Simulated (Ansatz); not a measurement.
## Mo, dhcp: how the functional moves the structure

All rows: Ansatz, plane waves with scalar-relativistic PAW, 420 eV (500 eV for the SCAN forms), relaxed under each functional, no dispersion correction, no zero-point motion. B₀ comes from uniform scaling at fixed shape; a dash is a value not given.

```json
{"functional": "PBE", "V (Å³/atom)": "16.08", "cell": "a = 2.774 Å, c = 9.652 Å (c/a = 3.479)", "B₀ (GPa)": "239", "magnetic state": "spin not included", "ΔE to bcc (meV/atom)": "427"}
{"functional": "r²SCAN", "V (Å³/atom)": "15.94", "cell": "a = 2.752 Å, c = 9.722 Å (c/a = 3.533)", "B₀ (GPa)": "250", "magnetic state": "spin not included", "ΔE to bcc (meV/atom)": "486"}
{"functional": "PBEsol", "V (Å³/atom)": "15.58", "cell": "a = 2.749 Å, c = 9.520 Å (c/a = 3.463)", "B₀ (GPa)": "258", "magnetic state": "spin not included", "ΔE to bcc (meV/atom)": "438"}
{"functional": "revPBE", "V (Å³/atom)": "16.25", "cell": "a = 2.782 Å, c = 9.697 Å (c/a = 3.485)", "B₀ (GPa)": "232", "magnetic state": "spin not included", "ΔE to bcc (meV/atom)": "424"}
{"functional": "RPBE", "V (Å³/atom)": "16.32", "cell": "a = 2.785 Å, c = 9.715 Å (c/a = 3.488)", "B₀ (GPa)": "229", "magnetic state": "spin not included", "ΔE to bcc (meV/atom)": "423"}
{"functional": "BLYP", "V (Å³/atom)": "16.73", "cell": "a = 2.805 Å, c = 9.825 Å (c/a = 3.503)", "B₀ (GPa)": "215", "magnetic state": "spin not included", "ΔE to bcc (meV/atom)": "387"}
```

PBEsol gives the smallest volume and BLYP the largest.
